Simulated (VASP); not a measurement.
MoH6: relaxation of cell and atoms with PBE

Crystal: MoH6.

```
CELL_PARAMETERS angstrom
0.00000 3.28560 3.28560
3.28560 0.00000 3.28560
3.28560 3.28560 0.00000
ATOMIC_POSITIONS crystal
H 0.50000 0.50000 0.50000
H 0.75000 0.75000 0.75000
H 0.12709 0.61873 0.12709
H 0.12709 0.12709 0.12709
H 0.61873 0.12709 0.12709
H 0.12709 0.12709 0.61873
Mo 0.00000 0.00000 0.00000
```

The cell was built by a generator and needn't be a form met in nature.

```yaml
Program: VASP 6.6.1
Task: relaxation of cell and atoms
Functional: PBE
Potentials_or_basis: VASP PAW PBE potentials, release 64 (H, Mo_sv)
Cutoff: 520 eV
k_mesh: 4 × 4 × 4
Occupations: gaussian, width 0.15 eV
Spin: no spin polarisation
Further_INCAR_settings: PREC = Normal; ALGO = Fast; EDIFF = 0.0001; IBRION = 2; EDIFFG = -0.08; NSW = 24; ISIF = 3
```

```
Relaxed volume                         : 7.23 Å³/atom
Relaxed cell                           : a = 4.152 Å, b = 4.152 Å, c = 4.152 Å, α = 60.00°, β = 60.00°, γ = 60.00°
Space group after relaxing (to 0.05 Å) : F-43m (No. 216)
Energy gained by relaxing              : 388.6 meV/atom
Ionic steps                            : 13
Pressure after relaxing                : 1.0 GPa
Band gap on the k mesh                 : none (metal or under the smearing width)
```

Forces on the atoms (eV/Å):
```
H    0.000  0.000  0.000
H    0.000  0.000  0.000
H    0.002 -0.002  0.002
H   -0.002 -0.002 -0.002
H   -0.002  0.002  0.002
H    0.002  0.002 -0.002
Mo   0.000  0.000  0.000
```

Step by step:
```csv
step,energy change (eV),largest force (eV/Å),pressure (GPa),volume (Å³)
1,0.0000,5.3612,15.47,70.94
2,-1.4285,1.0987,-11.49,81.46
3,-1.8347,0.3023,-5.56,77.44
4,-1.8350,0.3667,-5.56,77.30
5,-1.9901,0.4176,-5.46,73.67
6,-2.4006,0.5678,-3.32,63.47
7,-2.5679,0.7437,10.39,45.98
8,-2.6485,0.8128,2.84,52.43
9,-2.6510,0.8164,4.79,50.54
10,-2.7007,0.2360,1.25,49.16
11,-2.7115,0.0795,1.98,49.57
12,-2.7116,0.0543,3.14,49.54
13,-2.7204,0.0029,0.99,50.60
```

Final structure:
```
H Mo
1.0
     0.00000    2.93566    2.93566
     2.93566    0.00000    2.93566
     2.93566    2.93566    0.00000
H Mo
6 1
Direct
  0.50000 0.50000 0.50000
  0.75000 0.75000 0.75000
  0.16202 0.51393 0.16202
  0.16202 0.16202 0.16202
  0.51393 0.16202 0.16202
  0.16202 0.16202 0.51393
  0.00000 0.00000 0.00000
```

Levels at points of the mesh, in eV from the Fermi level:
| k point | band 6 | band 7 | band 8 | band 9 | band 10 | band 11 | band 12 | band 13 | band 14 |
| --- | --- | --- | --- | --- | --- | --- | --- | --- | --- |
| (0.00, 0.00, 0.00) | -2.99 | -2.99 | -2.99 | -1.60 | 0.12 | 0.12 | 1.38 | 6.51 | 6.51 |
| (0.50, 0.00, 0.00) | -4.58 | -2.60 | -2.60 | -1.04 | -0.16 | 0.07 | 0.07 | 4.53 | 4.53 |
| (0.50, 0.50, 0.00) | -4.14 | -3.25 | -2.08 | -2.08 | -0.44 | 0.56 | 2.14 | 2.57 | 2.57 |

It took 80 s on 1 thread of Intel(R) Xeon(R) Platinum 8375C CPU @ 2.90GHz (Ice Lake), with other jobs on the host, peak memory 0.16 GiB.

Caveat: the k mesh is coarse (spacing up to 0.41 Å⁻¹), so the values aren't converged; the volume moved by over 15 % at a fixed basis, so the end points are rough; the relaxation stopped at a loose force limit of 0.08 eV/Å, so its end isn't a converged minimum.
